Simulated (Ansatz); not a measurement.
# Ti(0001) with 2 layers of random Ti-Au, 2x2: scattering by chemical disorder, part 2 of 2

Wanted: resistance against the alloy's length, first Ti(0001) with 2 layers of random Ti-Au, 2x2.

Ansatz 0.2.0; Ansatz plane-wave DFT, PBE, PAW files; ballistic transport by layer matching (Landauer), zero bias; PAW set soft_1.

So far. Step 3 (With 6 alloy layers): Over the solved energies the transmission per spin lies between 0.584 and 0.927, out of 2.71 channels of the lead on average (up to 3.22).

## 4. With 10 alloy layers

In 10 layers a share of 0.25 of the sites is given to Au at random. A fresh draw is used; the growth of the resistance with length is what counts.

System of this step: Ti(0001) with 10 layers of random Ti-Au, 2x2. The cell holds 80 atoms: 70 Ti and 10 Au. Its edges and angles: a = 5.900 Å, b = 5.900 Å, c = 46.860 Å, α = 90.0°, β = 90.0°, γ = 120.0°. It derives from Ti. Regions: lead, 40 atoms (40 Ti); scattering region, 40 atoms (30 Ti and 10 Au). The structure is stacked along c, and the current runs across the ab planes.

The input, input.yaml:

```yaml
crystal:
  lattice:
    - [5.9, 0.0, 0.0]
    - [-2.95, 5.1095498823, 0.0]
    - [0.0, 0.0, 46.86]
  atoms:
    - { symbol: Ti, position: [0.1666666667, 0.3333333333, 0.025] }
    - { symbol: Ti, position: [0.1666666667, 0.8333333333, 0.025] }
    - { symbol: Ti, position: [0.6666666667, 0.3333333333, 0.025] }
    - { symbol: Ti, position: [0.6666666667, 0.8333333333, 0.025] }
    - { symbol: Ti, position: [0.3333333333, 0.1666666667, 0.075] }
    - { symbol: Ti, position: [0.3333333333, 0.6666666667, 0.075] }
    - { symbol: Ti, position: [0.8333333333, 0.1666666667, 0.075] }
    - { symbol: Ti, position: [0.8333333333, 0.6666666667, 0.075] }
    - { symbol: Ti, position: [0.1666666667, 0.3333333333, 0.125] }
    - { symbol: Ti, position: [0.1666666667, 0.8333333333, 0.125] }
    - { symbol: Ti, position: [0.6666666667, 0.3333333333, 0.125] }
    - { symbol: Ti, position: [0.6666666667, 0.8333333333, 0.125] }
    - { symbol: Ti, position: [0.3333333333, 0.1666666667, 0.175] }
    - { symbol: Ti, position: [0.3333333333, 0.6666666667, 0.175] }
    - { symbol: Ti, position: [0.8333333333, 0.1666666667, 0.175] }
    - { symbol: Ti, position: [0.8333333333, 0.6666666667, 0.175] }
    - { symbol: Ti, position: [0.1666666667, 0.3333333333, 0.225] }
    - { symbol: Ti, position: [0.1666666667, 0.8333333333, 0.225] }
    - { symbol: Ti, position: [0.6666666667, 0.3333333333, 0.225] }
    - { symbol: Ti, position: [0.6666666667, 0.8333333333, 0.225] }
    - { symbol: Ti, position: [0.3333333333, 0.1666666667, 0.275] }
    - { symbol: Ti, position: [0.3333333333, 0.6666666667, 0.275] }
    - { symbol: Ti, position: [0.8333333333, 0.1666666667, 0.275] }
    - { symbol: Ti, position: [0.8333333333, 0.6666666667, 0.275] }
    - { symbol: Ti, position: [0.1666666667, 0.3333333333, 0.325] }
    - { symbol: Ti, position: [0.1666666667, 0.8333333333, 0.325] }
    - { symbol: Au, position: [0.6666666667, 0.3333333333, 0.325] }
    - { symbol: Ti, position: [0.6666666667, 0.8333333333, 0.325] }
    - { symbol: Au, position: [0.3333333333, 0.1666666667, 0.375] }
    - { symbol: Ti, position: [0.3333333333, 0.6666666667, 0.375] }
    - { symbol: Ti, position: [0.8333333333, 0.1666666667, 0.375] }
    - { symbol: Ti, position: [0.8333333333, 0.6666666667, 0.375] }
    - { symbol: Ti, position: [0.1666666667, 0.3333333333, 0.425] }
    - { symbol: Au, position: [0.1666666667, 0.8333333333, 0.425] }
    - { symbol: Ti, position: [0.6666666667, 0.3333333333, 0.425] }
    - { symbol: Ti, position: [0.6666666667, 0.8333333333, 0.425] }
    - { symbol: Ti, position: [0.3333333333, 0.1666666667, 0.475] }
    - { symbol: Ti, position: [0.3333333333, 0.6666666667, 0.475] }
    - { symbol: Au, position: [0.8333333333, 0.1666666667, 0.475] }
    - { symbol: Au, position: [0.8333333333, 0.6666666667, 0.475] }
    - { symbol: Ti, position: [0.1666666667, 0.3333333333, 0.525] }
    - { symbol: Ti, position: [0.1666666667, 0.8333333333, 0.525] }
    - { symbol: Au, position: [0.6666666667, 0.3333333333, 0.525] }
    - { symbol: Ti, position: [0.6666666667, 0.8333333333, 0.525] }
    - { symbol: Ti, position: [0.3333333333, 0.1666666667, 0.575] }
    - { symbol: Ti, position: [0.3333333333, 0.6666666667, 0.575] }
    - { symbol: Ti, position: [0.8333333333, 0.1666666667, 0.575] }
    - { symbol: Ti, position: [0.8333333333, 0.6666666667, 0.575] }
    - { symbol: Ti, position: [0.1666666667, 0.3333333333, 0.625] }
    - { symbol: Ti, position: [0.1666666667, 0.8333333333, 0.625] }
    - { symbol: Au, position: [0.6666666667, 0.3333333333, 0.625] }
    - { symbol: Ti, position: [0.6666666667, 0.8333333333, 0.625] }
    - { symbol: Au, position: [0.3333333333, 0.1666666667, 0.675] }
    - { symbol: Ti, position: [0.3333333333, 0.6666666667, 0.675] }
    - { symbol: Au, position: [0.8333333333, 0.1666666667, 0.675] }
    - { symbol: Ti, position: [0.8333333333, 0.6666666667, 0.675] }
    - { symbol: Ti, position: [0.1666666667, 0.3333333333, 0.725] }
    - { symbol: Ti, position: [0.1666666667, 0.8333333333, 0.725] }
    - { symbol: Ti, position: [0.6666666667, 0.3333333333, 0.725] }
    - { symbol: Au, position: [0.6666666667, 0.8333333333, 0.725] }
    - { symbol: Ti, position: [0.3333333333, 0.1666666667, 0.775] }
    - { symbol: Ti, position: [0.3333333333, 0.6666666667, 0.775] }
    - { symbol: Ti, position: [0.8333333333, 0.1666666667, 0.775] }
    - { symbol: Ti, position: [0.8333333333, 0.6666666667, 0.775] }
    - { symbol: Ti, position: [0.1666666667, 0.3333333333, 0.825] }
    - { symbol: Ti, position: [0.1666666667, 0.8333333333, 0.825] }
    - { symbol: Ti, position: [0.6666666667, 0.3333333333, 0.825] }
    - { symbol: Ti, position: [0.6666666667, 0.8333333333, 0.825] }
    - { symbol: Ti, position: [0.3333333333, 0.1666666667, 0.875] }
    - { symbol: Ti, position: [0.3333333333, 0.6666666667, 0.875] }
    - { symbol: Ti, position: [0.8333333333, 0.1666666667, 0.875] }
    - { symbol: Ti, position: [0.8333333333, 0.6666666667, 0.875] }
    - { symbol: Ti, position: [0.1666666667, 0.3333333333, 0.925] }
    - { symbol: Ti, position: [0.1666666667, 0.8333333333, 0.925] }
    - { symbol: Ti, position: [0.6666666667, 0.3333333333, 0.925] }
    - { symbol: Ti, position: [0.6666666667, 0.8333333333, 0.925] }
    - { symbol: Ti, position: [0.3333333333, 0.1666666667, 0.975] }
    - { symbol: Ti, position: [0.3333333333, 0.6666666667, 0.975] }
    - { symbol: Ti, position: [0.8333333333, 0.1666666667, 0.975] }
    - { symbol: Ti, position: [0.8333333333, 0.6666666667, 0.975] }
kpoints:
  mp_grid: { grid: [4, 4, 1] }
hamiltonian:
  xc: pbe
  pseudopotentials: { kind: paw, azcp: { folder: soft_1 } }
scf:
  occupations: { method: fermi_dirac, width: 0.1 }
output:
  transmission: { leads: [[0, 8]], kmesh: [8, 8], e_range: [-0.05, 0.05], de: 0.05 }
  write_potential: true
  write_density: true
  volumetric_format: npy
```

Started as:

```console
ansatz run input.yaml --threads 4 --pin off --max-ram 15360MiB --backend cpu --events-out ev --progress --plain --runs-dir out
```

Numbers of over 12 decimals in the logs are rounded to 6 here.

What it wrote:

```text
[...]
Crystal: 80 atoms, lattice volume = 1412.658 Å³
Basis set: ecut = 420 eV, 27409 PW (Γ)
Bands: 618, of which v1, the nominal top of the filled ones, is band 515 counted from 1 (514 counted from 0)
Symmetry: 1 space group operations
[...]
k-points: 10 of 16 (time reversal used)
[...]
SCF iter   1: F=—  HF=-307081.611039 eV  |F-HF|=—  |Δ(HF+E_count)|=         —  Δρ=3.98e-1  dr2=3.80e4  ethr=3.10e-3  ⟨swp⟩=7.0  Hψ=25010  notcnv=0
[...]
SCF iter  14: F=-306496.497458 eV  HF=-306496.497458 eV  |F-HF|=1.35e-8  |Δ(HF+E_count)|=   7.22e-9  Δρ=3.45e-7  dr2=1.41e-8  ethr=9.71e-12  ⟨swp⟩=18.0  Hψ=27969  notcnv=0
SCF 1 converged in 14 iterations: F = -306496.497458 eV  dr2 = 1.41e-8
[...]
transmission: 212 of 2108 steps passed
transmission: 424 of 2108 steps passed
[...]
transmission: 2108 of 2108 steps passed
SCF converged after 14 iterations
Free energy (F): -306496.497458 eV
[...]
Internal energy: -306493.011478 eV  (E = F + TS)
E sigma→0 (E₀):  -306494.754468 eV
Entropy (-TS):   -3.485981 eV (-43.575 meV/atom)
Fermi energy:    13.894926 eV
[...]
--- Band table (eV; the first three rows and the last of 10) ---
  k-point 0: bands = [... 511 lower, 14.1743, 14.1990, 14.2434, 14.2685, 14.3290, 14.3484, 14.3633, 14.3885, ... 99 higher]
  k-point 1: bands = [... 511 lower, 13.9610, 13.9900, 14.0227, 14.0420, 14.0862, 14.1001, 14.1254, 14.1594, ... 99 higher]
  k-point 2: bands = [... 511 lower, 13.7258, 13.7503, 13.7666, 13.7790, 13.7975, 13.8123, 13.8352, 13.8461, ... 99 higher]
  k-point 9: bands = [... 511 lower, 13.7356, 13.7759, 13.7920, 13.7984, 13.8131, 13.8224, 13.8483, 13.8607, ... 99 higher]
--- Transmission ---
  basis      : 253 plane waves across, 62 finite elements along
  points     : 34, standing for a mesh of 8 x 8
[...]
channels       : 2.656250e0 a spin
[...]
junction   : crystal 0 to crystal 0, 1.65 to 43.82 Å
    transmission   : 6.428505e-1 a spin
[...]
```

Elapsed: 33 min, on 4 threads of Intel Xeon Platinum 8259CL at 2.50GHz (Skylake/Cascade Lake), shared host; peak memory 7.6 GiB.

Numbers from this step:

| Item | Value |
| --- | --- |
| free energy | -306496.4975 eV |
| energy at zero smearing | -306494.7545 eV |
| Fermi energy | 13.89 eV |
| transmission per spin nearest the Fermi level | 0.6429 |
| step of the lead's potential | 7.3 meV |

Per spin. The transmission, zone mean by energy, zero at the Fermi level:

| energy (eV) | transmission, zone mean |
| --- | --- |
| -0.0500 | 0.604 |
| 0.0000 | 0.643 |
| 0.0500 | 0.687 |

Over the solved energies the transmission per spin lies between 0.604 and 0.687, out of 2.71 channels of the lead on average (up to 3.22).

## 5. Resistance against length

This step: Ansatz plane-wave DFT, PBE, PAW files; ballistic transport by layer matching (Landauer), zero bias; residual resistivity from the slope of the area resistance, atoms on the host's lattice; PAW set soft_1 (Ansatz 0.2.0).

Numbers from this step:

- resistivity: 149.5 µΩ cm
- intercept: 1.320 fΩ m²
- scatter about the fit: 0.3162 fΩ m²

Resistance, by row:

| run | length (Å) | T | channels N | RA (fΩ m²) |
| --- | --- | --- | --- | --- |
| n2 | 4.686 | 1.203 | 2.708 | 1.797 |
| n6 | 14.06 | 0.7334 | 2.708 | 3.869 |
| n10 | 23.43 | 0.6446 | 2.708 | 4.599 |

Table of area resistance by length of the alloy:

| length of the alloy (Å) | area resistance (fΩ m²) |
| --- | --- |
| 4.69 | 1.80 |
| 14.06 | 3.87 |
| 23.43 | 4.60 |

The area resistance goes from 1.8 to 4.6 fΩ m² between 4.7 and 23.4 Å, a slope of 149 µΩ cm.

By hand from the end points: (4.599 − 1.797) fΩ m² / (23.43 − 4.69) Å = 149 µΩ cm, since 1 fΩ m² per Å is 1000 µΩ cm.

## 6. Outcome

```json
{"resistivity from the slope": "149 µΩ cm", "area resistance over 4.69 Å": "1.80 fΩ m²", "area resistance over 14.1 Å": "3.87 fΩ m²", "area resistance over 23.4 Å": "4.60 fΩ m²"}
```

In words: The slope gives 149 µΩ cm. The points scatter by 0.32 fΩ m² about the line, with one random draw a length in a 2x2 cell, so the slope is a rough value. Read with a model of isotropic scattering on a spherical Fermi surface and the lead's 0.70×10¹⁵ S/m², this slope means a mean free path near 7.3 Å; over these lengths the model's slope is within 3 % of its bulk resistivity. The draw over the shortest length came out nearly ordered, with 8 symmetry operations, so that point is a poor sample of a random alloy. The atoms sit on the host's lattice, so scattering by size misfit is left out. Spin-orbit coupling is left out, which matters for Au.

[Logs are printed without paths, hosts, clocks, repeated set-up lines and the standing remarks that a program may print on its own settings, such as how far it seeks lower states.]

[Hosts, paths, dates, database ids (printed as entryN), source tags and the programs' standing remarks are cut or masked in the printed files.]
